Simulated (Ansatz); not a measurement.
# Cd: single points about a listed cell

Aim: see how energy, forces, stress and gap of Cd answer to random distortions, further strains and shifts, swapped elements, distortions that keep the symmetry. Nothing is relaxed unless a step says so.

Method: DFT PBEsol, scalar-relativistic, plane waves, PAW, in Ansatz 0.2.0.

## 1. The system as given

It takes space group P6_3/mmc (No. 194, hexagonal). Conventional cell: a = 3.093 Å, b = 3.093 Å, c = 10.431 Å, α = 90.00°, β = 90.00°, γ = 120.00°. Around Cd (site symmetry -3m) lie 12 Cd at 3.09 to 3.16 Å. Cd (site symmetry -6m2) has 12 Cd at 3.09 to 3.16 Å as nearest neighbours.

Coordinates:

```
Cd
1.0
     3.09307    0.00000    0.00000
    -1.54653    2.67868    0.00000
     0.00000    0.00000   10.43074
Cd
4
Direct
  0.00000 0.00000 0.00000
  0.33333 0.66667 0.25000
  0.00000 0.00000 0.50000
  0.66667 0.33333 0.75000
```

The structure comes from the Materials Project (structure only).

## 2. Random moves and strain, cell strained

The change: strain xx, yy, zz, yz, xz, xy = -3.6, -1.9, -2.4, -0.5, +0.2, -0.7 %; atoms moved by 0.25 Å root mean square, at most 0.39 Å.

Input file input.yaml:

```yaml
crystal:
  lattice:
    - [2.9815316184, -0.0205070384, 0.0060005512]
    - [-1.5085254254, 2.639105311, -0.0160454236]
    - [0.0202356297, -0.050797689, 10.1854060267]
  atoms:
    - { symbol: Cd, position: [0.0547379055, 0.047698953, 0.0084998788] }
    - { symbol: Cd, position: [0.3940638037, 0.6636427871, 0.2403189966] }
    - { symbol: Cd, position: [-0.1305934091, -0.0316089094, 0.5123989322] }
    - { symbol: Cd, position: [0.6817916999, 0.3202671693, 0.7387821924] }
basis:
  ecutwfc: 420
kpoints:
  mp_grid: { grid: [14, 14, 4] }
hamiltonian:
  xc: pbesol
scf:
  occupations: { method: gaussian, width: 0.1 }
output:
  forces: true
  stress: true
  eigenvalues: true
```

Launch:

```
$ ansatz run input.yaml --threads 1 --pin off --max-ram 1331MiB --backend cpu --events-out ev --progress --plain --runs-dir out
```

The log of the run, shortened:

```text
Warning: RAYON_NUM_THREADS=1 ignored (pool sized by the plan → 1); use --threads N
[...]
Pseudopotentials: kind: paw
Pseudopotential: Cd, paw, valence charge 20, recommended cutoff 420 eV (normal), Cd.paw.azcp
Functional definition: PBEsol
[...]
Crystal: 4 atoms, lattice volume = 79.827 Å³
Basis set: ecut = 420 eV, 1531 PW (Γ), exchange–correlation on 40×48×144 points (8 copies of the dense FFT grid, shifted against one another)
Bands: 48, of which v1, the nominal top of the filled ones, is band 40 counted from 1 (39 counted from 0)
Symmetry: 1 space group operations
Space group: P1 (ITA 1), of the structure as read, at distance tolerance 4.3e-5 Å
k-points: 396 of 784 (time reversal used)
[...]
SCF iter   1: F=—  HF=-32735.908306 eV  |F-HF|=—  |Δ(HF+E_count)|=         —  Δρ=6.39e-3  dr2=2.79e-2  ethr=1.77e-3  ⟨swp⟩=6.2  Hψ=64624  notcnv=0  defer=176
[...]
SCF iter   7: F=-32735.899372 eV  HF=-32735.899372 eV  |F-HF|=7.19e-8  |Δ(HF+E_count)|=   6.11e-8  Δρ=5.56e-6  dr2=8.48e-8  ethr=1.25e-10  ⟨swp⟩=8.2  Hψ=70329  notcnv=0
[...]
SCF converged after 7 iterations
Free energy (F): -32735.899372 eV
[...]
E sigma→0 (E₀):  -32735.896772 eV
Entropy (-TS):   -0.005198 eV (-1.300 meV/atom)
Fermi energy:    16.054853 eV
[...]
--- Forces (eV/Å), atoms counted from 1 ---
  atom   1  Cd     0.01244375    -0.12017606    -0.77659317
  atom   2  Cd    -0.09186361     0.06980197     0.72955800
  atom   3  Cd     0.36452011    -0.07609292    -1.09368013
  atom   4  Cd    -0.28509040     0.12646510     1.14070340
[...]
--- Stress (GPa, compression-positive) ---
        4.579179      -0.194375      -1.180062
       -0.194375       3.594724       1.234306
       -1.180062       1.234306       6.806956
  P = ⅓ Tr σ = 4.9936 GPa (49.936 kbar)
--- Band table (eV; the first three rows and the last of 396) ---
[...]
```

Wall time 36 s (1 thread of an x86-64 CPU, shared host); peak memory 1.1 GiB.

## 3. Substitution of an element, cell strained: Cd → Mg, first probe

Against the listed cell: Mg takes all sites of Cd, and lengths are scaled by 0.987 as a first guess of the size; strain xx, yy, zz, yz, xz, xy = +1.9, +1.9, +10.9, +0.0, +0.0, +0.0 %.

Input file input.yaml:

```yaml
crystal:
  lattice:
    - [3.1123157973, 0.0, 0.0]
    - [-1.5561578987, 2.6953445451, 0.0]
    - [0.0, 0.0, 11.4226791834]
  atoms:
    - { symbol: Mg, position: [0.0, 0.0, 0.0] }
    - { symbol: Mg, position: [0.33333333, 0.66666667, 0.25] }
    - { symbol: Mg, position: [0.0, 0.0, 0.5] }
    - { symbol: Mg, position: [0.66666667, 0.33333333, 0.75] }
basis:
  ecutwfc: 420
kpoints:
  mp_grid: { grid: [6, 6, 2] }
hamiltonian:
  xc: pbesol
scf:
  occupations: { method: gaussian, width: 0.1 }
output:
  forces: true
  stress: true
  eigenvalues: true
```

Launch:

```
$ ansatz run input.yaml --threads 1 --pin off --max-ram 1331MiB --backend cpu --events-out ev --progress --plain --runs-dir out
```

The log of the run, shortened:

```text
[...]
SCF converged after 6 iterations
Free energy (F): -7647.991852 eV
[...]
E sigma→0 (E₀):  -7647.986701 eV
Entropy (-TS):   -0.010302 eV (-2.576 meV/atom)
Fermi energy:    5.243043 eV
[...]
--- Forces (eV/Å), atoms counted from 1 ---
  atom   1  Mg    -0.00000000     0.00000000     0.00000000
  atom   2  Mg    -0.00000000     0.00000000     0.00000000
  atom   3  Mg     0.00000000     0.00000000     0.00000000
  atom   4  Mg     0.00000000     0.00000000     0.00000000
[...]
--- Stress (GPa, compression-positive) ---
       -0.507785       0.000000      -0.000000
       -0.000000      -0.507785      -0.000000
       -0.000000      -0.000000      -2.415476
  P = ⅓ Tr σ = -1.1437 GPa (-11.437 kbar)
--- Band table (eV; the first three rows and the last of 14) ---
  k-point 0: bands = ["-70.4378", "-70.4377", "-70.4308", "-70.4308", "-37.3929", "-37.3866", "-37.3798", "-37.3735", "-37.3595", "-37.3595", "-37.3593", "-37.3593", "-37.3523", "-37.3523", "-37.3522", "-37.3522", "-1.4876", "-0.3388", "-0.3356", "2.9476", "3.1324", "8.4689", "8.4703", "15.2685"]
[...]
```

Wall time 0.72 s (1 thread of an x86-64 CPU, shared host); peak memory 0.35 GiB.

## 4. One element swapped, cell strained: Cd → Mg

Edit input.yaml of step 3 so:

```diff
@@ -13,3 +13,3 @@
 kpoints:
-  mp_grid: { grid: [6, 6, 2] }
+  mp_grid: { grid: [15, 15, 4] }
 hamiltonian:
@@ -22 +22,2 @@
   eigenvalues: true
+  populations: true
```

Launch:

```
$ ansatz run input.yaml --threads 1 --pin off --max-ram 1331MiB --backend cpu --events-out ev --progress --plain --runs-dir out
```

The log of the run, shortened:

```text
Warning: RAYON_NUM_THREADS=1 ignored (pool sized by the plan → 1); use --threads N
[...]
[... 1 set-up line as earlier in the session ...]
Pseudopotential: Mg, paw, valence charge 10, recommended cutoff 420 eV (normal), Mg.paw.azcp
[... 1 set-up line as earlier in the session ...]
[...]
Crystal: 4 atoms, lattice volume = 95.822 Å³
Basis set: ecut = 420 eV, 1863 PW (Γ), exchange–correlation on 48×48×160 points (8 copies of the dense FFT grid, shifted against one another)
Bands: 24, of which v1, the nominal top of the filled ones, is band 20 counted from 1 (19 counted from 0)
Symmetry: 24 space group operations
Space group: P63/mmc (ITA 194), of the structure as read, at distance tolerance 4.6e-5 Å
k-points: 81 of 900
[...]
SCF iter   1: F=—  HF=-7648.035400 eV  |F-HF|=—  |Δ(HF+E_count)|=         —  Δρ=1.95e-3  dr2=1.72e-3  ethr=1.77e-3  ⟨swp⟩=5.8  Hψ=8829  notcnv=0
[...]
SCF iter   6: F=-7648.033361 eV  HF=-7648.033361 eV  |F-HF|=8.50e-10  |Δ(HF+E_count)|=   1.76e-8  Δρ=1.19e-6  dr2=1.87e-9  ethr=1.55e-10  ⟨swp⟩=2.2  Hψ=7420  notcnv=0
[...]
SCF converged after 6 iterations
Free energy (F): -7648.033361 eV
[...]
E sigma→0 (E₀):  -7648.027717 eV
Entropy (-TS):   -0.011287 eV (-2.822 meV/atom)
Fermi energy:    5.284758 eV
[...]
--- Forces (eV/Å), atoms counted from 1 ---
  atom   1  Mg    -0.00000000     0.00000000    -0.00000000
  atom   2  Mg     0.00000000     0.00000000     0.00000000
  atom   3  Mg     0.00000000    -0.00000000     0.00000000
  atom   4  Mg     0.00000000    -0.00000000     0.00000000
[...]
--- Stress (GPa, compression-positive) ---
        0.121338      -0.000000       0.000000
       -0.000000       0.121338       0.000000
        0.000000       0.000000      -4.258714
  P = ⅓ Tr σ = -1.3387 GPa (-13.387 kbar)
--- Band table (eV; the first three rows and the last of 81) ---
[... band rows left out ...]
[...]
--- Löwdin populations: 4 sites ---
  site symbol       q [e]
     0     Mg      9.4618
     1     Mg      9.4711
     2     Mg      9.4618
     3     Mg      9.4711
  spilling = 0.053355 (of n_electrons = 40.000000)
```

Wall time 3.4 s (1 thread of an x86-64 CPU, shared host); peak memory 0.44 GiB.

Site by site:

```
atom  Löwdin electrons
 Mg1              9.46
 Mg2              9.47
 Mg3              9.46
 Mg4              9.47
```

The Löwdin counts miss 2.13 of the 40 electrons, which the atomic orbitals do not span, so they are no charges.

## 5. A distortion of lower symmetry

The change: strain xx, yy, zz, yz, xz, xy = +2.7, +2.7, +4.2, +0.0, +0.0, +0.0 %; atoms moved by 0.03 Å root mean square, at most 0.03 Å.

Input file input.yaml:

```yaml
crystal:
  lattice:
    - [3.1780960668, 0.0, 0.0]
    - [-1.5890480334, 2.7523119295, 0.0]
    - [0.0, 0.0, 10.8739389734]
  atoms:
    - { symbol: Cd, position: [0.0, 0.0, 0.0028761151] }
    - { symbol: Cd, position: [0.33333333, 0.66666667, 0.2471238849] }
    - { symbol: Cd, position: [0.0, 0.0, 0.5028761151] }
    - { symbol: Cd, position: [0.66666667, 0.33333333, 0.7471238849] }
basis:
  ecutwfc: 420
kpoints:
  mp_grid: { grid: [15, 15, 4] }
hamiltonian:
  xc: pbesol
scf:
  occupations: { method: gaussian, width: 0.1 }
output:
  forces: true
  stress: true
  eigenvalues: true
```

Launch:

```
$ ansatz run input.yaml --threads 1 --pin off --max-ram 1331MiB --backend cpu --events-out ev --progress --plain --runs-dir out
```

The log of the run, shortened:

```text
Warning: RAYON_NUM_THREADS=1 ignored (pool sized by the plan → 1); use --threads N
[...]
[... 3 set-up lines as earlier in the session ...]
[...]
Crystal: 4 atoms, lattice volume = 95.116 Å³
Basis set: ecut = 420 eV, 1837 PW (Γ), exchange–correlation on 48×48×150 points (8 copies of the dense FFT grid, shifted against one another)
Bands: 48, of which v1, the nominal top of the filled ones, is band 40 counted from 1 (39 counted from 0)
Symmetry: 12 space group operations
Space group: P63mc (ITA 186), of the structure as read, at distance tolerance 4.6e-5 Å
k-points: 81 of 900 (time reversal used)
[...]
SCF iter   1: F=—  HF=-32735.956026 eV  |F-HF|=—  |Δ(HF+E_count)|=         —  Δρ=5.30e-3  dr2=2.32e-2  ethr=1.77e-3  ⟨swp⟩=6.3  Hψ=13406  notcnv=0  defer=39
[...]
SCF iter   6: F=-32735.948688 eV  HF=-32735.948688 eV  |F-HF|=3.77e-8  |Δ(HF+E_count)|=   4.06e-7  Δρ=7.00e-6  dr2=6.76e-8  ethr=1.25e-10  ⟨swp⟩=7.3  Hψ=16797  notcnv=0
[...]
SCF converged after 6 iterations
Free energy (F): -32735.948688 eV
[...]
E sigma→0 (E₀):  -32735.943009 eV
Entropy (-TS):   -0.011358 eV (-2.840 meV/atom)
Fermi energy:    12.765279 eV
[...]
--- Forces (eV/Å), atoms counted from 1 ---
  atom   1  Cd    -0.00000000     0.00000000    -0.08936286
  atom   2  Cd     0.00000000    -0.00000000     0.08936043
  atom   3  Cd    -0.00000000    -0.00000000    -0.08936286
  atom   4  Cd     0.00000000     0.00000000     0.08936043
[...]
--- Stress (GPa, compression-positive) ---
       -5.197007       0.000000      -0.000000
        0.000000      -5.197007      -0.000000
       -0.000000      -0.000000      -4.707765
  P = ⅓ Tr σ = -5.0339 GPa (-50.339 kbar)
--- Band table (eV; the first three rows and the last of 81) ---
[...]
```

Wall time 9.2 s (1 thread of an x86-64 CPU, shared host); peak memory 0.52 GiB.

## 6. A distortion that keeps the symmetry

The change: strain xx, yy, zz, yz, xz, xy = +5.2, +5.2, +3.7, +0.0, +0.0, +0.0 %.

Input file input.yaml:

```yaml
crystal:
  lattice:
    - [3.2528864422, 0.0, 0.0]
    - [-1.6264432211, 2.8170822946, 0.0]
    - [0.0, 0.0, 10.8132320843]
  atoms:
    - { symbol: Cd, position: [0.0, 0.0, 0.0] }
    - { symbol: Cd, position: [0.33333333, 0.66666667, 0.25] }
    - { symbol: Cd, position: [0.0, 0.0, 0.5] }
    - { symbol: Cd, position: [0.66666667, 0.33333333, 0.75] }
basis:
  ecutwfc: 420
kpoints:
  mp_grid: { grid: [15, 15, 4] }
hamiltonian:
  xc: pbesol
scf:
  occupations: { method: gaussian, width: 0.1 }
output:
  forces: true
  stress: true
  eigenvalues: true
```

Launch:

```
$ ansatz run input.yaml --threads 1 --pin off --max-ram 1331MiB --backend cpu --events-out ev --progress --plain --runs-dir out
```

The log of the run, shortened:

```text
Warning: RAYON_NUM_THREADS=1 ignored (pool sized by the plan → 1); use --threads N
[...]
[... 3 set-up lines as earlier in the session ...]
[...]
Crystal: 4 atoms, lattice volume = 99.089 Å³
Basis set: ecut = 420 eV, 1957 PW (Γ), exchange–correlation on 48×48×150 points (8 copies of the dense FFT grid, shifted against one another)
Bands: 48, of which v1, the nominal top of the filled ones, is band 40 counted from 1 (39 counted from 0)
[... 2 set-up lines as earlier in the session ...]
k-points: 81 of 900
[...]
SCF iter   1: F=—  HF=-32735.820337 eV  |F-HF|=—  |Δ(HF+E_count)|=         —  Δρ=5.10e-3  dr2=2.26e-2  ethr=1.77e-3  ⟨swp⟩=6.4  Hψ=13406  notcnv=0  defer=30
[...]
SCF iter   6: F=-32735.813207 eV  HF=-32735.813207 eV  |F-HF|=3.58e-8  |Δ(HF+E_count)|=   2.42e-7  Δρ=6.53e-6  dr2=6.46e-8  ethr=1.25e-10  ⟨swp⟩=7.2  Hψ=17068  notcnv=0
[...]
SCF converged after 6 iterations
Free energy (F): -32735.813207 eV
[...]
E sigma→0 (E₀):  -32735.808959 eV
Entropy (-TS):   -0.008496 eV (-2.124 meV/atom)
Fermi energy:    12.050716 eV
[...]
--- Forces (eV/Å), atoms counted from 1 ---
  atom   1  Cd     0.00000000     0.00000000     0.00000000
  atom   2  Cd    -0.00000000     0.00000000    -0.00000000
  atom   3  Cd     0.00000000    -0.00000000     0.00000000
  atom   4  Cd     0.00000000    -0.00000000     0.00000000
[...]
--- Stress (GPa, compression-positive) ---
       -5.953112       0.000000       0.000000
       -0.000000      -5.953112       0.000000
        0.000000       0.000000      -6.043271
  P = ⅓ Tr σ = -5.9832 GPa (-59.832 kbar)
--- Band table (eV; the first three rows and the last of 81) ---
[...]
```

Wall time 5.3 s (1 thread of an x86-64 CPU, shared host); peak memory 0.54 GiB.

## 7. A distortion of lower symmetry

The change: strain xx, yy, zz, yz, xz, xy = +4.8, +8.9, +1.0, +1.2, +0.0, +0.0 %; atoms moved by 0.25 Å root mean square, at most 0.42 Å.

Input file input.yaml:

```yaml
crystal:
  lattice:
    - [3.241534884, 0.0, 0.0]
    - [-1.620767442, 2.9173986789, 0.0326262633]
    - [0.0, 0.1270463762, 10.5375477065]
  atoms:
    - { symbol: Cd, position: [0.1347927477, 0.0, 0.0] }
    - { symbol: Cd, position: [0.2756718837, 0.6362651327, 0.2453924003] }
    - { symbol: Cd, position: [-0.0498713924, 0.0, 0.5] }
    - { symbol: Cd, position: [0.639406761, 0.3637348673, 0.7546075997] }
basis:
  ecutwfc: 420
kpoints:
  mp_grid: { grid: [14, 14, 4] }
hamiltonian:
  xc: pbesol
scf:
  occupations: { method: gaussian, width: 0.1 }
output:
  forces: true
  stress: true
  eigenvalues: true
```

Launch:

```
$ ansatz run input.yaml --threads 1 --pin off --max-ram 1331MiB --backend cpu --events-out ev --progress --plain --runs-dir out
```

The log of the run, shortened:

```text
Warning: RAYON_NUM_THREADS=1 ignored (pool sized by the plan → 1); use --threads N
[...]
[... 3 set-up lines as earlier in the session ...]
[...]
Crystal: 4 atoms, lattice volume = 99.639 Å³
Basis set: ecut = 420 eV, 1985 PW (Γ), exchange–correlation on 48×48×144 points (8 copies of the dense FFT grid, shifted against one another)
Bands: 48, of which v1, the nominal top of the filled ones, is band 40 counted from 1 (39 counted from 0)
Symmetry: 2 space group operations
Space group: C2 (ITA 5), of the structure as read, at distance tolerance 4.6e-5 Å
k-points: 219 of 784 (time reversal used)
[...]
SCF iter   1: F=—  HF=-32735.765667 eV  |F-HF|=—  |Δ(HF+E_count)|=         —  Δρ=5.04e-3  dr2=2.16e-2  ethr=1.77e-3  ⟨swp⟩=6.6  Hψ=36669  notcnv=0  defer=95
[...]
SCF iter   7: F=-32735.758956 eV  HF=-32735.758956 eV  |F-HF|=2.91e-8  |Δ(HF+E_count)|=   6.09e-8  Δρ=3.78e-6  dr2=4.21e-8  ethr=1.25e-10  ⟨swp⟩=8.4  Hψ=38396  notcnv=0
[...]
SCF converged after 7 iterations
Free energy (F): -32735.758956 eV
[...]
E sigma→0 (E₀):  -32735.754863 eV
Entropy (-TS):   -0.008184 eV (-2.046 meV/atom)
Fermi energy:    11.937904 eV
[...]
--- Forces (eV/Å), atoms counted from 1 ---
  atom   1  Cd    -0.09442635     0.00000000     0.00000000
  atom   2  Cd     0.05181666    -0.01075252     0.16658276
  atom   3  Cd    -0.00921045     0.00000000     0.00000000
  atom   4  Cd     0.05181666     0.01075252    -0.16658276
[...]
--- Stress (GPa, compression-positive) ---
       -5.425886       0.000000       0.000000
        0.000000      -5.816822      -0.243594
        0.000000      -0.243594      -5.255265
  P = ⅓ Tr σ = -5.4993 GPa (-54.993 kbar)
--- Band table (eV; the first three rows and the last of 219) ---
[...]
```

Wall time 24 s (1 thread of an x86-64 CPU, shared host); peak memory 0.87 GiB.

## 8. All points side by side

```
step                                         case  energy (meV/atom)  pressure (GPa)  largest force (eV/Å)  gap on the mesh (eV)
   2       random moves and strain, cell strained               +0.0             5.0                  1.18                  0.00
   4  one element swapped, cell strained: Cd → Mg                n/a            -1.3                  0.00                  0.00
   5               a distortion of lower symmetry             -11.6*            -5.0                  0.09                  0.00
   6         a distortion that keeps the symmetry             +22.0*            -6.0                  0.00                  0.00
   7               a distortion of lower symmetry              +35.5            -5.5                  0.17                  0.00
```

Energies are counted from step 2, with the smearing taken to zero; a star marks another k mesh, which can shift energies by itself, so starred rows don't rank against the others. Other atoms or functionals have another zero of energy (n/a). A gap of 0.00 means none on the mesh at this level.

**Reading.** Among the distorted cells of the listed formula and level the largest force, 1.18 eV/Å, acts on Cd4 in step 2. The distorted cells of the listed formula and level show no gap on the mesh.
